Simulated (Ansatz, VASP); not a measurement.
This is a calculation of Si for Ansatz 0.2.0. 

input.yaml

```yaml
crystal:
  lattice:
    - [0.0, 2.7218511865, 2.7218511865]
    - [2.7218511865, 0.0, 2.7218511865]
    - [2.7218511865, 2.7218511865, 0.0]
  atoms:
    - { symbol: Si, position: [0.5, 0.5, 0.5] }
    - { symbol: Si, position: [0.75, 0.75, 0.75] }
hamiltonian:
  xc: revpbe
  pseudopotentials: { kind: paw }
kpoints:
  mp_grid: { grid: [8, 8, 8] }
scf:
  occupations: { method: fermi_dirac, width: 0.05 }
output:
  forces: true
  stress: true
relax:
  f_tol: 0.01
  max_steps: 40
  cell: { stress_tol: 0.05 }
```

Potentials or basis: Ansatz PAW.

Command:

```console
$ ansatz run input.yaml --threads 2 --pin off --max-ram 5632MiB --backend cpu --events-out ev --progress --plain --runs-dir out
```

**Question.** Set up the same calculation for VASP 6.6.1. Potentials or basis there: PBE PAW files Si, 600 eV.

**Answer.** As run (cutoffs and basis follow the program's own potentials, and thresholds, step limits or extra output files can differ):

Contents of INCAR:

```
PREC = Accurate ; ENCUT = 600
EDIFF = 1E-7 ; ISMEAR = -1
SIGMA = 0.05 ; LREAL = F
LASPH = T ; NELM = 80
ALGO = Normal ; ISIF = 3
LWAVE = F ; LCHARG = F
GGA = RE ; IBRION = 2
NSW = 40 ; EDIFFG = -0.01
```

The input KPOINTS:

```
regular mesh
0
Gamma
  8 8 8
```

File POSCAR:

```
Si
1.0
    0.0000000000      2.7218511865      2.7218511865
    2.7218511865      0.0000000000      2.7218511865
    2.7218511865      2.7218511865      0.0000000000
Si
2
Direct
    0.5000000000      0.5000000000      0.5000000000
    0.7500000000      0.7500000000      0.7500000000
```

Potentials or basis: VASP PAW PBE potentials, release 64 (Si).

Launch:

```bash
$ cat potpaw_PBE.64/Si/POTCAR > POTCAR
$ mpirun -np 1 vasp_std > vasp.out
```

Both were run:

|  | Ansatz | VASP |
| --- | --- | --- |
| Relaxed volume | 20.72 Å³/atom | 20.68 Å³/atom |
| Relaxed cell | a = 3.884 Å, b = 3.884 Å, c = 3.884 Å, α = 60.00°, β = 60.00°, γ = 60.00° | a = 3.882 Å, b = 3.882 Å, c = 3.882 Å, α = 60.00°, β = 60.00°, γ = 60.00° |
| Space group after relaxing | Fd-3m (No. 227) | Fd-3m (No. 227) |
| Pressure after relaxing | 0.0 GPa | 0.0 GPa |

Ansatz's pressure holds a Pulay term of +0.02 GPa for its cutoff of 420 eV, which the other run lacks.

Ansatz's potentials were made for PBE. VASP's potentials were made for PBE.

Where Ansatz's input types no cutoff or centring, it takes its own default and a Γ-centred mesh.

Pressure is positive in compression.
